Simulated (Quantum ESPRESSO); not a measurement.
Runs of Quantum ESPRESSO 7.5 on NaF (Villiaumite). The structure is cubic, space group Fm-3m (No. 225). The conventional cell has a = 4.640 Å, b = 4.640 Å, c = 4.640 Å, α = 90.00°, β = 90.00°, γ = 90.00°. Na (site symmetry m-3m) is surrounded by 6 F at 2.32 Å. F (site symmetry m-3m) is surrounded by 6 Na at 2.32 Å. 

```csv
task,level,potentials or basis,k mesh,cutoff (eV),smearing,SCF threshold,share of exact exchange,q mesh for exact exchange,cutoff for exact exchange,mesh quality,pressure (GPa)
single point,PBE,SG15 PBE 1.2,4 × 4 × 4,1197,fermi-dirac 0.05 eV,4e-10 Ry,-,-,-,coarse,(a)
dielectric tensor,BLYP,GBRV 1.5 PBE,"8 × 8 × 8, shifted",612,fermi-dirac 0.05 eV,4e-10 Ry,-,-,-,not flagged,2.9
dielectric tensor,AM05,GBRV 1.5 PBE,"8 × 8 × 8, shifted",612,fermi-dirac 0.05 eV,4e-10 Ry,-,-,-,not flagged,1.7
dielectric tensor,WC,GBRV 1.5 PBE,"8 × 8 × 8, shifted",612,fermi-dirac 0.05 eV,4e-10 Ry,-,-,-,not flagged,0.7
```

Alike in all rows: no spin polarisation; cell as given.

Problem. Estimate the missing entries.

Solution. (a) 1.9.

Caveats: some runs use coarse meshes; the potentials were made for another functional, which shifts forces and pressure (some runs).
